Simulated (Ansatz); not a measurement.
The geometry is COD entry 1010880, unchecked; take it as a test cell. It is an old determination, and later ones may differ. The listed cell was then made from it by scaling, straining or moving an atom.

CaSe: DFT, PBE, PAW with Ansatz's default frozen-core files, scalar-relativistic (Ansatz 0.2.0).

The relaxation starts from this cell:

```
CELL_PARAMETERS angstrom
0.00000 2.95600 2.95600
2.95600 0.00000 2.95600
2.95600 2.95600 0.00000
ATOMIC_POSITIONS crystal
Ca 0.00819 0.98520 0.99996
Se 0.47693 0.51217 0.53110
```

Output:

```
Engine: ansatz 0.2.0
Pseudopotentials: kind: paw
Pseudopotential: Ca, paw, valence charge 10, recommended cutoff 420 eV (normal)
Pseudopotential: Se, paw, valence charge 16, recommended cutoff 420 eV (normal)
Functional definition: PBE
  parameter kappa = 0.804
  parameter beta = 0.06672455060314922
  exchange = pbe_x(kappa = kappa, mu = beta*pi^2/3)
  correlation = pbe_c(beta = beta)
Crystal: 2 atoms, lattice volume = 51.659 Å³
Basis set: ecut = 420 eV, 965 PW (Γ), exchange–correlation on 60×60×60 points (8 copies of the dense FFT grid, shifted against one another)
Bands: 17, of which v1, the nominal top of the filled ones, is band 13 counted from 1 (12 counted from 0)
Symmetry: 1 space group operations
Space group: P1 (ITA 1), of the structure as read, at distance tolerance 3.7e-5 Å
k-points: 172 of 343 (time reversal used)
Non-local potential: Ca, projectors of the file, l = 0: 3, l = 1: 2, l = 2: 2
Non-local potential: Se, projectors of the file, l = 0: 2, l = 1: 2, l = 2: 3, l = 3: 1
PAW form: soft (Blöchl's): semilocal exchange-correlation on the pseudo side does not see the compensation charge
PAW one-centre angular grid: Ca, 110 points (default); XC on 64 Gauss nodes
PAW one-centre angular grid: Se, 590 points (default); XC on 64 Gauss nodes
Initial density: superposition of atomic densities (neutral atoms: chi_scale 0, normalization atom), corrected by the library's trained network
Initial wavefunctions: pseudopotential atomic-orbital guess
Functional: x = pbe(κ = 0.804, μ = 0.2195149727645171), c = pbe(β = 0.06672455060314922)
SCF iter   1: F=—  HF=-7289.950211 eV  |F-HF|=—  |Δ(HF+E_count)|=         —  Δρ=5.42e-4  dr2=1.66e-4  ethr=1.77e-3  ⟨swp⟩=7.2  Hψ=17486  notcnv=0
preconditioner: auto → none  [insulator: Δε(μ)=2.143 eV  Ē_g=8.905 eV  σ=0.020 eV  W_gap=1.00  n_scr=14 (ndim 8)  ℏωp=14.6 eV  f_vac=0.000  D(μ)=0.00/eV (n_scr^D=0)  ε∞_Penn≈3.7]
SCF iter   2: F=—  HF=-7289.950175 eV  |F-HF|=—  |Δ(HF+E_count)|=   3.61e-5  Δρ=3.27e-4  dr2=9.60e-5  ethr=6.37e-7  ⟨swp⟩=2.1  Hψ=6770  notcnv=0
SCF iter   3: F=—  HF=-7289.950185 eV  |F-HF|=—  |Δ(HF+E_count)|=   9.50e-6  Δρ=1.83e-4  dr2=2.09e-5  ethr=3.69e-7  ⟨swp⟩=2.0  Hψ=5259  notcnv=0
SCF iter   4: F=—  HF=-7289.950180 eV  |F-HF|=—  |Δ(HF+E_count)|=   4.13e-6  Δρ=5.81e-5  dr2=1.09e-6  ethr=8.02e-8  ⟨swp⟩=3.0  Hψ=5160  notcnv=0
iter 5 did not close the SCF: its close was put off for the readings that it lacked (scf_convergence_deferred on its scf_iter line)
SCF iter   5: F=-7289.950182 eV  HF=-7289.950182 eV  |F-HF|=4.53e-8  |Δ(HF+E_count)|=   2.00e-6  Δρ=8.43e-6  dr2=5.10e-8  ethr=4.20e-9  ⟨swp⟩=2.4  Hψ=4004  notcnv=0
SCF iter   6: F=-7289.950182 eV  HF=-7289.950182 eV  |F-HF|=2.88e-10  |Δ(HF+E_count)|=   7.99e-9  Δρ=1.48e-6  dr2=1.32e-9  ethr=1.96e-10  ⟨swp⟩=2.1  Hψ=10894  notcnv=0
SCF 1 converged in 6 iterations: F = -7289.950182 eV  dr2 = 1.32e-9
  greatest PAW one-centre occupation: 1.000 electrons in one spin orbital (limit 2), on the Se atom at site 1 (counted from 0), in its partial waves of l = 2
relax step   1: F+E_penalty+E_count = -7289.95018243 eV  Δ(F+E_penalty+E_count) = +0.000e0 eV  max|allowed force component| = 5.865e-1 eV/Å  Δτ_max = 0.0000 Å  P = +1.713 GPa  Ω = 51.659 Å³  (6 SCF iters, dr2 threshold 1.00e-7 eV, accepted)
Crystal: 2 atoms, lattice volume = 53.325 Å³
Basis set: ecut = 420 eV, 1037 PW (Γ), exchange–correlation on 60×60×60 points (8 copies of the dense FFT grid, shifted against one another)
Initial density: handed on by an earlier stage of this run
Initial wavefunctions: those handed on with the density
iter 1 solved again at ethr=1.46e-4 eV; its pass at ethr=3.10e-3 eV (dr2=3.80e-2 eV) is discarded
SCF iter   1: F=—  HF=-7290.014963 eV  |F-HF|=—  |Δ(HF+E_count)|=         —  Δρ=8.65e-3  dr2=3.85e-2  ethr=1.46e-4  ⟨swp⟩=1.0  Hψ=20638  notcnv=0
preconditioner: auto → none  [insulator: Δε(μ)=2.208 eV  Ē_g=8.845 eV  σ=0.020 eV  W_gap=1.00  n_scr=14 (ndim 8)  ℏωp=14.4 eV  f_vac=0.004  D(μ)=0.00/eV (n_scr^D=0)  ε∞_Penn≈3.6]
SCF iter   2: F=—  HF=-7290.002449 eV  |F-HF|=—  |Δ(HF+E_count)|=   1.25e-2  Δρ=3.44e-3  dr2=2.96e-3  ethr=1.46e-4  ⟨swp⟩=2.5  Hψ=4926  notcnv=0
SCF iter   3: F=—  HF=-7290.002080 eV  |F-HF|=—  |Δ(HF+E_count)|=   3.69e-4  Δρ=1.05e-3  dr2=2.94e-4  ethr=1.14e-5  ⟨swp⟩=3.1  Hψ=5905  notcnv=0
SCF iter   4: F=—  HF=-7290.002131 eV  |F-HF|=—  |Δ(HF+E_count)|=   5.10e-5  Δρ=2.84e-4  dr2=2.78e-5  ethr=1.13e-6  ⟨swp⟩=2.0  Hψ=5409  notcnv=0
SCF iter   5: F=—  HF=-7290.002138 eV  |F-HF|=—  |Δ(HF+E_count)|=   6.63e-6  Δρ=1.03e-4  dr2=1.96e-6  ethr=1.07e-7  ⟨swp⟩=2.0  Hψ=5168  notcnv=0
SCF iter   6: F=—  HF=-7290.002140 eV  |F-HF|=—  |Δ(HF+E_count)|=   2.49e-6  Δρ=2.51e-5  dr2=2.24e-7  ethr=7.69e-10  ⟨swp⟩=5.0  Hψ=11234  notcnv=0
SCF iter   7: F=-7290.002140 eV  HF=-7290.002140 eV  |F-HF|=6.88e-10  |Δ(HF+E_count)|=   5.92e-8  Δρ=2.75e-6  dr2=1.49e-9  ethr=7.69e-10  ⟨swp⟩=4.0  Hψ=10278  notcnv=0
SCF 2 converged in 7 iterations: F = -7290.002140 eV  dr2 = 1.49e-9
relax step   2: F+E_penalty+E_count = -7290.00214034 eV  Δ(F+E_penalty+E_count) = -5.196e-2 eV  max|allowed force component| = 1.041e-2 eV/Å  Δτ_max = 0.0843 Å  P = -0.393 GPa  Ω = 53.325 Å³  energy of the carried Pulay correction = -7.122e-5 eV  (7 SCF iters, dr2 threshold 2.00e-7 eV, accepted)
Crystal: 2 atoms, lattice volume = 52.900 Å³
iter 1 solved again at ethr=9.63e-7 eV; its pass at ethr=3.10e-3 eV (dr2=2.50e-4 eV) is discarded
SCF iter   1: F=—  HF=-7290.002904 eV  |F-HF|=—  |Δ(HF+E_count)|=         —  Δρ=4.88e-4  dr2=2.45e-4  ethr=9.63e-7  ⟨swp⟩=2.0  Hψ=18134  notcnv=0
preconditioner: auto → none  [insulator: Δε(μ)=2.126 eV  Ē_g=8.802 eV  σ=0.020 eV  W_gap=1.00  n_scr=14 (ndim 8)  ℏωp=14.4 eV  f_vac=0.000  D(μ)=0.00/eV (n_scr^D=0)  ε∞_Penn≈3.7]
SCF iter   2: F=—  HF=-7290.002819 eV  |F-HF|=—  |Δ(HF+E_count)|=   8.48e-5  Δρ=2.04e-4  dr2=2.24e-5  ethr=9.43e-7  ⟨swp⟩=2.0  Hψ=4812  notcnv=0
SCF iter   3: F=—  HF=-7290.002814 eV  |F-HF|=—  |Δ(HF+E_count)|=   4.67e-6  Δρ=8.83e-5  dr2=3.50e-6  ethr=8.62e-8  ⟨swp⟩=2.0  Hψ=5160  notcnv=0
SCF iter   4: F=—  HF=-7290.002815 eV  |F-HF|=—  |Δ(HF+E_count)|=   3.65e-7  Δρ=2.05e-5  dr2=2.43e-7  ethr=1.35e-8  ⟨swp⟩=2.2  Hψ=3822  notcnv=0
SCF iter   5: F=-7290.002815 eV  HF=-7290.002815 eV  |F-HF|=6.89e-9  |Δ(HF+E_count)|=   4.23e-8  Δρ=4.39e-6  dr2=6.67e-9  ethr=7.69e-10  ⟨swp⟩=4.0  Hψ=10283  notcnv=0
SCF 3 converged in 5 iterations: F = -7290.002815 eV  dr2 = 6.67e-9
relax step   3: F+E_penalty+E_count = -7290.00281465 eV  Δ(F+E_penalty+E_count) = -6.743e-4 eV  max|allowed force component| = 4.803e-4 eV/Å  Δτ_max = 0.0018 Å  P = -0.019 GPa  Ω = 52.900 Å³  energy of the carried Pulay correction = -5.329e-5 eV  (5 SCF iters, dr2 threshold 2.00e-7 eV, accepted)
Initial wavefunctions: pseudopotential atomic-orbital guess (no wavefunctions were taken with the density)
iter 1 solved again at ethr=3.95e-7 eV; its pass at ethr=3.10e-3 eV (dr2=1.03e-4 eV) is discarded
SCF iter   1: F=—  HF=-7289.999670 eV  |F-HF|=—  |Δ(HF+E_count)|=         —  Δρ=5.74e-4  dr2=4.50e-6  ethr=3.95e-7  ⟨swp⟩=2.4  Hψ=23715  notcnv=0
preconditioner: auto → none  [insulator: Δε(μ)=2.146 eV  Ē_g=8.818 eV  σ=0.020 eV  W_gap=1.00  n_scr=14 (ndim 8)  ℏωp=14.4 eV  f_vac=0.000  D(μ)=0.00/eV (n_scr^D=0)  ε∞_Penn≈3.7]
SCF iter   2: F=—  HF=-7290.002097 eV  |F-HF|=—  |Δ(HF+E_count)|=   2.43e-3  Δρ=2.87e-4  dr2=1.31e-6  ethr=1.73e-8  ⟨swp⟩=2.0  Hψ=3615  notcnv=0
SCF iter   3: F=—  HF=-7290.002743 eV  |F-HF|=—  |Δ(HF+E_count)|=   6.46e-4  Δρ=1.16e-4  dr2=1.84e-7  ethr=5.03e-9  ⟨swp⟩=2.0  Hψ=3639  notcnv=0
SCF iter   4: F=—  HF=-7290.002865 eV  |F-HF|=—  |Δ(HF+E_count)|=   1.22e-4  Δρ=9.97e-6  dr2=3.52e-9  ethr=7.07e-10  ⟨swp⟩=2.0  Hψ=5160  notcnv=0
SCF iter   5: F=—  HF=-7290.002866 eV  |F-HF|=—  |Δ(HF+E_count)|=   8.33e-7  Δρ=1.19e-6  dr2=7.36e-10  ethr=1.35e-11  ⟨swp⟩=2.0  Hψ=5160  notcnv=0
SCF iter   6: F=-7290.002866 eV  HF=-7290.002866 eV  |F-HF|=3.09e-11  |Δ(HF+E_count)|=   1.09e-9  Δρ=1.51e-7  dr2=1.30e-11  ethr=1.00e-12  ⟨swp⟩=4.0  Hψ=13847  notcnv=0
SCF 4 converged in 6 iterations: F = -7290.002866 eV  dr2 = 1.30e-11
relax step   4: F+E_penalty+E_count = -7290.00286620 eV  Δ(F+E_penalty+E_count) = -5.155e-5 eV  max|allowed force component| = 4.823e-4 eV/Å  Δτ_max = 0.0000 Å  P = -0.019 GPa  Ω = 52.900 Å³  stress off target by 4.73e-2 GPa  SCF on the basis re-selected at this cell (its energy is not comparable with the rows above)  (6 SCF iters)
basis re-selected at this cell: Δ(F+E_penalty+E_count) = -5.155e-5 eV, ΔP = -0.000 GPa vs the last step (what re-selecting the basis moved, of the pressure what is left beyond the Pulay correction that the steps carried, after the strain that the cell walked since its last selection, with what the two solves' SCF thresholds leave and, on support functions, any second-order correction that the steps lacked; it is no measure of the basis error at this ecutwfc). This SCF's stress stands 4.73e-2 GPa from its target on what of the cell is left free (relax.cell.stress_tol is 5.00e-2 GPa) and its largest allowed force component is 4.82e-4 eV/Å (relax.f_tol is 1.00e-2 eV/Å): within both
SCF converged after 6 iterations
Free energy (F): -7290.002866 eV
Harris-Foulkes:  -7290.002866 eV  (|F-HF|=3.09e-11)
Internal energy: -7290.002866 eV  (E = F + TS)
E sigma→0 (E₀):  -7290.002866 eV
Fermi energy:    7.889837 eV
--- Per-component energies (eV) ---
  E_band       = -517.402096
  E_kinetic    = 398.047676
  E_local      = -3232.368927  (includes V_loc(G=0)·N_el)
  E_nonlocal   = -533.225038
  E_hartree    = 1483.024990
  E_xc         = -243.011439
  E_vxc        = -271.444142  (∫ρ·V_xc dr)
  E_paw        = -2769.062404  (= ΣΔE_a)
  E_vpaw       = 155.538812  (= ΣTr[D̂ρ^β])
  E_aug_tail   = -0.000590  (compensation charges beyond the density's cutoff)
  E_ewald      = -2393.407135
  E_smearing   = -0.000000  (= −TS)
  E_closure    = 0.000000  (closes the sum)
  Σ components = -7290.002866   (vs F -7290.002866, Δ=0.00e0)
--- Forces (eV/Å), atoms counted from 1 ---
  atom   1  Ca     0.00015842     0.00001375     0.00048231
  atom   2  Se    -0.00015863    -0.00001368    -0.00048230
  max |Σ_I F_I| component: 2.05e-7 eV/Å
--- Stress (GPa, compression-positive) ---
        0.036813      -0.000032      -0.001142
       -0.000032      -0.047302       0.000003
       -0.001142       0.000003      -0.046936
  P = ⅓ Tr σ = -0.0191 GPa (-0.191 kbar)
--- PAW observables at the nuclei: V_zz in 10²¹ V/m², potentials from the cell's mean, atoms counted from 1 ---
  atom   1  Ca V_zz =    -0.031293   η = 0.0064   by run symmetry: allowed
            electrostatic potential = -2213.761273 V   contact ρ = 41253.581098 e/Å³
  atom   2  Se V_zz =    -0.056440   η = 0.0062   by run symmetry: allowed
            electrostatic potential = -4709.873631 V   contact ρ = 262869.104258 e/Å³
--- Relaxed structure (3 steps of the walk, 3 accepted, 1 SCFs on fresh bases) ---
  F+E_penalty+E_count = -7290.00286620 eV   max|allowed force component| = 4.823e-4 eV/Å   (the final SCF, on the basis selected at the relaxed cell)
  cell:  # Å, volume = 52.9005 Å³
    - [6.478032446862853e-5, 2.980486852733598, 2.9804740495727415]
    - [2.977599257096447, 1.6184783984400883e-6, 2.980537211418812]
    - [2.9775380326964265, 2.9804887901796477, 6.28428784186646e-5]
  atoms:
    - { symbol: Ca, position: [-0.00745218834919697, -0.0013319172931639716, 0.01553831950295305] }
    - { symbol: Se, position: [0.4925683583491971, 0.4987058572931639, 0.515519430497047] }
```
